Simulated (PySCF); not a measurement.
# C3H4N2: core ionisation energies

Compound: C3H4N2.
Geometry (PBE0-D3(BJ)/def2-SVP, Å), atoms numbered from 1 in this order:
```
atom  x, y, z in Å
C1     0.2488    0.4712   -0.8675
C2     1.2021    0.1912    0.1373
N3     0.6534   -0.4259    1.1742
N4    -0.6297   -0.5460    0.8528
C5    -0.9346   -0.0277   -0.3592
H6     0.3999    0.9671   -1.8230
H7     2.2676    0.4188    0.1434
H8    -1.2611   -0.9987    1.5007
H9    -1.9463   -0.0500   -0.7586
```

Theory: delta-SCF UKS SCAN, pcX-2 on the ionised atom, pcseg-1 elsewhere, spin-free X2C (PySCF). Binding energies are ΔSCF values: E(core-ionised, relaxed orbitals) − E(ground state) at a fixed geometry, referred to the vacuum level.

**Question.** List the computed XPS lines with their assignment.

**Answer.** 
```
atom(s)                          environment  level  binding energy (eV)  above the level's lowest (eV)  count
     C1                   aromatic CH carbon   C 1s               290.40                           0.00      1
     C2  aromatic CH next to a ring nitrogen   C 1s               290.96                          +0.56      1
     C5  aromatic CH next to a ring nitrogen   C 1s               291.48                          +1.08      1
     N3               pyridine-type nitrogen   N 1s               405.21                           0.00      1
     N4                pyrrole-type nitrogen   N 1s               407.11                          +1.90      1
```

The listed C 1s values span 1.08 eV, from C1 (bonded to 2 C (aromatic in the SMILES) and H) to C5 (bonded to N (aromatic in the SMILES), C (aromatic in the SMILES) and H). Summing the Pauling electronegativity differences to the bonded atoms, each weighted by its formal bond order, gives -0.35 for the lowest site and +0.39 for the highest; no listed site has a larger sum than the highest.

Lowest listed N 1s: N3, bonded to N (aromatic in the SMILES) and C (aromatic in the SMILES). Highest, 1.90 eV above it: N4, bonded to N (aromatic in the SMILES), C (aromatic in the SMILES) and H.

**Question.** Which effective nuclear charge Zeff reproduces each element's mean 1s value in the hydrogen-like formula E = 13.606 eV × Zeff²?

**Answer.** C (Z = 6): mean 290.9 eV, Zeff = 4.62, Z − Zeff = 1.38; N (Z = 7): mean 406.2 eV, Zeff = 5.46, Z − Zeff = 1.54. Means run over the listed sites, weighted by atom count.

**Question.** Give the binding energy of C 1s of C1 in hartree and in kJ/mol.

**Answer.** 290.40 eV = 10.6720 Eh = 28019 kJ/mol.

Isolated species at its PBE0-D3(BJ)/def2-SVP geometry, gas phase.

On one thread of an x86-64 server, on a shared host, this took 23 s.
